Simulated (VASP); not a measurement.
# Ir (Fm-3m) in VASP: settings compared

One crystal, Ir, is run at these levels: PBEsol, RPBE; tasks: relaxation of cell and atoms.

Everything below comes from runs of VASP 6.6.1. Logs are shortened: lines on timing, memory, paths and dates and some standing lists are left out, and cuts for length are marked.

### 1 The structure

It takes space group Fm-3m (No. 225, cubic). The conventional cell has a = 3.854 Å, b = 3.854 Å, c = 3.854 Å, α = 90.00°, β = 90.00°, γ = 90.00°. Ir (site symmetry m-3m) has 12 Ir at 2.73 Å as nearest neighbours.

### 2 Relaxation of cell and atoms, PBEsol

The input, INCAR:

```
SYSTEM = Ir
PREC = Accurate ; ENCUT = 480
EDIFF = 1E-7 ; ISMEAR = 0
SIGMA = 0.1 ; LREAL = .FALSE.
LASPH = .TRUE. ; NELM = 80
ALGO = Normal ; ISIF = 3
LWAVE = .FALSE. ; LCHARG = .FALSE.
GGA = PS ; IBRION = 2
NSW = 90 ; EDIFFG = -0.005
```

The input, KPOINTS:

```
Automatic mesh
0
G
  18 18 18
  0 0 0
```

The input, POSCAR:

```
Ir
1.0
    0.0000000000      1.9269646700      1.9269646700
    1.9269646700      0.0000000000      1.9269646700
    1.9269646700      1.9269646700      0.0000000000
Ir
1
Direct
    0.0000000000      0.0000000000      0.0000000000
```

Potentials or basis: VASP PAW PBE potentials, release 64 (Ir).

Launch:

```
$ cat potpaw_PBE.64/Ir/POTCAR > POTCAR
$ mpirun -np 1 vasp_std > vasp.out
```

OUTCAR:

```text
SYSTEM = Ir
   PREC = Accurate
   ENCUT = 480
   EDIFF = 1E-7
   ISMEAR = 0
   LREAL = .FALSE.
   LASPH = .TRUE.
   NELM = 80
   ISIF = 3
   GGA = PS
   IBRION = 2
   NSW = 90
   EDIFFG = -0.005

 ion  position               nearest neighbor table
   1  0.000  0.000  0.000-

  LATTYP: Found a face centered cubic cell.
 ALAT       =     3.8539293400

  Lattice vectors:

 A1 = (   0.0000000000,   1.9269646700,   1.9269646700)
 A2 = (   1.9269646700,   0.0000000000,   1.9269646700)
 A3 = (   1.9269646700,   1.9269646700,   0.0000000000)

Analysis of symmetry for initial positions (statically):
=====================================================================
 Subroutine PRICEL returns:
 Original cell was already a primitive cell.

 Routine SETGRP: Setting up the symmetry group for a
 face centered cubic supercell.

 Subroutine GETGRP returns: Found 48 space group operations
 (whereof 48 operations were pure point group operations)
 out of a pool of 48 trial point group operations.

The static configuration has the point symmetry O_h .

Analysis of symmetry for dynamics (positions and initial velocities):
=====================================================================
 Subroutine PRICEL returns:
 Original cell was already a primitive cell.

 Routine SETGRP: Setting up the symmetry group for a
 face centered cubic supercell.

 Subroutine GETGRP returns: Found 48 space group operations
 (whereof 48 operations were pure point group operations)
 out of a pool of 48 trial point group operations.

The dynamic configuration has the point symmetry O_h .

 Subroutine INISYM returns: Found 48 space group operations
 (whereof 48 operations are pure point group operations),
 and found     1 'primitive' translations

----------------------------------------------------------------------------------------

                                     Primitive cell

  volume of cell :      14.3104

  direct lattice vectors                    reciprocal lattice vectors
     0.000000000  1.926964670  1.926964670    -0.259475437  0.259475437  0.259475437
     1.926964670  0.000000000  1.926964670     0.259475437 -0.259475437  0.259475437
     1.926964670  1.926964670  0.000000000     0.259475437  0.259475437 -0.259475437

  length of vectors
     2.725139571  2.725139571  2.725139571     0.449424640  0.449424640  0.449424640

  position of ions in fractional coordinates (direct lattice)
     0.000000000  0.000000000  0.000000000

  ion indices of the primitive-cell ions
   primitive index   ion index
                 1           1

----------------------------------------------------------------------------------------

 KPOINTS: Automatic mesh

Automatic generation of k-mesh.
 Grid dimensions read from file:
 generate k-points for:   18   18   18

 Generating k-lattice:

  Cartesian coordinates                     Fractional coordinates (reciprocal lattice)
    -0.014415302  0.014415302  0.014415302     0.055555556  0.000000000  0.000000000
     0.014415302 -0.014415302  0.014415302     0.000000000  0.055555556  0.000000000
     0.014415302  0.014415302 -0.014415302     0.000000000  0.000000000  0.055555556

  Length of vectors
     0.024968036  0.024968036  0.024968036

  Shift w.r.t. Gamma in fractional coordinates (k-lattice)
     0.000000000  0.000000000  0.000000000

 Subroutine IBZKPT returns following result:
 ===========================================

 Found    195 irreducible k-points:

 Following reciprocal coordinates:
            Coordinates               Weight
  0.000000  0.000000  0.000000      1.000000
  0.055556  0.000000  0.000000      8.000000
  0.111111  0.000000  0.000000      8.000000
  0.166667  0.000000  0.000000      8.000000
  0.222222  0.000000  0.000000      8.000000
  0.277778  0.000000  0.000000      8.000000
[... 16 lines left out ...]
 -0.277778  0.055556  0.000000     24.000000
 -0.222222  0.055556  0.000000     24.000000
 [... further k-points ...]
   k-points           NKPTS =    195   k-points in BZ     NKDIM =    195   number of bands    NBANDS=      8
   number of dos      NEDOS =    301   number of ions     NIONS =      1
   total plane-waves  NPLWV =   8000
   dimension x,y,z NGX =    20 NGY =   20 NGZ =   20
   dimension x,y,z NGXF=    40 NGYF=   40 NGZF=   40
   ions per type =               1
   NGX,Y,Z   is equivalent  to a cutoff of  12.20, 12.20, 12.20 a.u.
   NGXF,Y,Z  is equivalent  to a cutoff of  24.40, 24.40, 24.40 a.u.
 SYSTEM =  Ir
   PREC   = accura    normal or accurate (medium, high low for compatibility)
   ISTART =      0    job   : 0-new  1-cont  2-samecut
   ICHARG =      2    charge: 1-file 2-atom 10-const
   ISPIN  =      1    spin polarized calculation?
   LNONCOLLINEAR =      F non collinear calculations
   LSORBIT =      F    spin-orbit coupling
   LASPH  =      T    aspherical Exc in radial PAW
   ENCUT  =  480.0 eV  35.28 Ry    5.94 a.u.   4.87  4.87  4.87*2*pi/ulx,y,z
   NELM   =     80;   NELMIN=  2; NELMDL= -5     # of ELM steps
   EDIFF  = 0.1E-06   stopping-criterion for ELM
   LREAL  =      F    real-space projection
   EDIFFG = -.5E-02   stopping-criterion for IOM
   NSW    =     90    number of steps for IOM
   IBRION =      2    ionic relax: 0-MD 1-quasi-New 2-CG
   NFREE  =      1    steps in history (QN), initial steepest desc. (CG)
   ISIF   =      3    stress and relaxation
   ISYM   =      2    0-nonsym 1-usesym 2-fastsym
   POTIM  = 0.5000    time-step for ionic-motion
   TEBEG  =    0.0;   TEEND  =   0.0 temperature during run
   PSTRESS=    0.0 pullay stress
   NELECT =       9.0000    total number of electrons
   NUPDOWN=      -1.0000    fix difference up-down
   EMIN   =  10.00;   EMAX   =-10.00  energy-range for DOS
   EFERMI =   0.00;   METHOD = LEGACY
   ISMEAR =     0;   SIGMA  =   0.10  broadening in eV -4-tet -1-fermi 0-gaus
   EFERMI_NEDOS =   21; number of points for ismear=-14 and -15
   IALGO  =     38    algorithm
   IMIX   =      4    mixing-type and parameters
     AMIX     =   0.40;   BMIX     =  1.00
     AMIX_MAG =   1.60;   BMIX_MAG =  1.00
  volume/ion in A,a.u.               =      14.31        96.57
  Fermi-wavevector in a.u.,A,eV,Ry     =   1.402615  2.650559 26.767147  1.967330
  Thomas-Fermi vector in A             =   2.525359
   LORBIT       =      0    0 simple, 1 ext, 2 COOP (PROOUT), +10 PAW based schemes
   GGA     = PS    functional components
   LHFCALC =     F    Hartree Fock is set to
   AEXX    =    0.0000 exact exchange contribution
   IVDW    =     0    specifies the selected vdW correction
   LEPSILON=     F    determine dielectric tensor
   LRPA    =     F    only Hartree local field effects (RPA)
 conjugate gradient relaxation of ions
 non-spin polarized calculation
 Gauss-broadening in eV      SIGMA  =   0.10
  energy-cutoff  :      480.00
  volume of cell :       14.31
 maximum number of plane-waves:       350
   NGX =  9   NGY =  9   NGZ =  9

--------------------------------------- Ionic step        1  -------------------------------------------

 number of electron       9.0000000 magnetization

 Free energy of the ion-electron system (eV)
  ---------------------------------------------------
  ext. energy  EPLUGINS =         0.00000000
  ---------------------------------------------------
  free energy    TOTEN  =        -9.81917208 eV

  energy without entropy =       -9.81396586  energy(sigma->0) =       -9.81656897

------------------------ aborting loop because EDIFF is reached ----------------------------------------

  FORCE on cell =-STRESS in cart. coord.  units (eV):
  Direction    XX          YY          ZZ          XY          YZ          ZX
  --------------------------------------------------------------------------------------
  -------------------------------------------------------------------------------------
  Total       -0.5366068     -0.5366068     -0.5366068     -0.0000000      0.0000000      0.0000000
  in kB      -60.0780059    -60.0780059    -60.0780059     -0.0000000      0.0000000      0.0000000
  external PRESSURE =     -60.0780059 kB  Pullay stress =       0.0000000 kB
[... 90 lines left out ...]
  energy  without entropy=       -9.8184731134  energy(sigma->0) =       -9.82099941

--------------------------------------- Ionic step        4  -------------------------------------------

 number of electron       9.0000000 magnetization

 Free energy of the ion-electron system (eV)
  ---------------------------------------------------
  ext. energy  EPLUGINS =         0.00000000
  ---------------------------------------------------
  free energy    TOTEN  =        -9.82352923 eV

  energy without entropy =       -9.81848044  energy(sigma->0) =       -9.82100483

 E-fermi :  10.3625     XC(G=0): -14.1283

 val. band max:       10.3555741045   @ k =   0.5000   0.2222   0.1111
 cond. band min:      10.3719521657   @ k =   0.3333   0.1111   0.0556
 fundamental gap:      0.0163780612
 Fermi energy:        10.3625010699

 k-point     1 :       0.0000    0.0000    0.0000
  band No.  band energies     occupation
      1      -0.9148      2.00000
      2       6.3949      2.00000
      3       6.3949      2.00000
      4       6.3949      2.00000
      5       9.1304      2.00000
      6       9.1304      2.00000
      7      24.6347      0.00000
      8      30.2357      0.00000
[... 243 lines left out ...]
 k-point    24 :      -0.2222    0.0556    0.0000
  band No.  band energies     occupation
      1       1.3137      2.00000
      2       5.7170      2.00000
      3       6.8583      2.00000
      4       6.9518      2.00000
      5       8.8312      2.00000
      6       9.7012      2.00000
      7      24.4755      0.00000
      8      27.3041      0.00000

 [... further k-points ...]

------------------------ aborting loop because EDIFF is reached ----------------------------------------

  FORCE on cell =-STRESS in cart. coord.  units (eV):
  Direction    XX          YY          ZZ          XY          YZ          ZX
  --------------------------------------------------------------------------------------
  -------------------------------------------------------------------------------------
  Total       -0.0012329     -0.0012329     -0.0012329      0.0000000      0.0000000     -0.0000000
  in kB       -0.1402630     -0.1402630     -0.1402630      0.0000000      0.0000000     -0.0000000
  external PRESSURE =      -0.1402630 kB  Pullay stress =       0.0000000 kB
[... 16 lines left out ...]
  FREE ENERGIE OF THE ION-ELECTRON SYSTEM (eV)
  ---------------------------------------------------
  free  energy   TOTEN  =        -9.8235292291 eV

  energy  without entropy=       -9.8184804408  energy(sigma->0) =       -9.82100483

 reached required accuracy - stopping structural energy minimisation
```

It took 29 s on 1 thread of Intel Xeon Platinum 8488C (Sapphire Rapids), shared host; peak memory 0.15 GiB.

Results:

| Property | Result |
| --- | --- |
| Free energy | -9.8235 eV |
| Relaxed volume | 14.08 Å³/atom |
| Relaxed cell | a = 2.711 Å, b = 2.711 Å, c = 2.711 Å, α = 60.00°, β = 60.00°, γ = 60.00° |
| Space group after relaxing (to 0.05 Å) | Fm-3m (No. 225) |
| Energy gained by relaxing | 4.4 meV/atom |
| Ionic steps | 4 |
| Pressure after relaxing | 0.0 GPa |
| Band gap on the k mesh | none (metal or under the smearing width) |

Step by step:
```
step  energy change (eV)  largest force (eV/Å)  pressure (GPa)  volume (Å³)
   1              0.0000                0.0000           -6.01        14.31
   2              0.0673                0.0000           28.64        13.23
   3             -0.0044                0.0000           -0.17        14.09
   4             -0.0044                0.0000           -0.01        14.08
```

Final structure:
```
Ir
1.0
     0.00000    1.91671    1.91671
     1.91671    0.00000    1.91671
     1.91671    1.91671    0.00000
Ir
1
Direct
  0.00000 0.00000 0.00000
```

Caveat: the PAW data sets were made with another functional, which shifts forces and pressure a little. The run has no spin-orbit coupling, so splittings on Ir are missing.

### 3 Relaxation of cell and atoms, RPBE

The input, INCAR:

```
SYSTEM = Ir
PREC = Accurate ; ENCUT = 600
EDIFF = 1E-7 ; ISMEAR = 0
SIGMA = 0.1 ; LREAL = .FALSE.
LASPH = .TRUE. ; NELM = 80
ALGO = Normal ; ISIF = 3
LWAVE = .FALSE. ; LCHARG = .FALSE.
GGA = RP ; IBRION = 2
NSW = 90 ; EDIFFG = -0.005
```

KPOINTS is that of step 2.

POSCAR is that of step 2.

Potentials or basis: VASP PAW PBE potentials, release 64 (Ir).

Launch:

```
$ cat potpaw_PBE.64/Ir/POTCAR > POTCAR
$ mpirun -np 1 vasp_std > vasp.out
```

It took 32 s on 1 thread of Intel Xeon Platinum 8488C (Sapphire Rapids), shared host; peak memory 0.17 GiB.

It converged, with:

```yaml
Free_energy: -8.1945 eV
Relaxed_volume: 14.69 Å³/atom
Relaxed_cell: a = 2.749 Å, b = 2.749 Å, c = 2.749 Å, α = 60.00°, β = 60.00°, γ = 60.00°
Space_group_after_relaxing_to_0.05_Å: Fm-3m (No. 225)
Energy_gained_by_relaxing: 10.8 meV/atom
Ionic_steps: 4
Pressure_after_relaxing: 0.0 GPa
Band_gap_on_the_k_mesh: none (metal or under the smearing width)
```

Step by step:
```
step  energy change (eV)  largest force (eV/Å)  pressure (GPa)  volume (Å³)
   1              0.0000                0.0000            9.38        14.31
   2              0.1076                0.0000          -24.16        16.12
   3             -0.0108                0.0000           -0.34        14.71
   4             -0.0108                0.0000           -0.03        14.69
```

Final structure:
```
CELL_PARAMETERS angstrom
0.00000 1.94401 1.94401
1.94401 0.00000 1.94401
1.94401 1.94401 0.00000
ATOMIC_POSITIONS crystal
Ir 0.00000 0.00000 0.00000
```

Levels at points of the mesh, in eV from the Fermi level:
```
           k point  band 1  band 2  band 3  band 4  band 5  band 6  band 7  band 8
(0.00, 0.00, 0.00)  -10.72   -3.69   -3.69   -3.69   -1.17   -1.17   14.34   19.72
(0.50, 0.00, 0.00)   -7.72   -3.78   -3.78   -0.68    0.80    0.80    6.88   13.88
(0.50, 0.50, 0.00)   -7.50   -6.95    0.76    1.34    1.34    1.69   10.01   11.52
```

Caveat: the PAW data sets were made with another functional, which shifts forces and pressure a little.
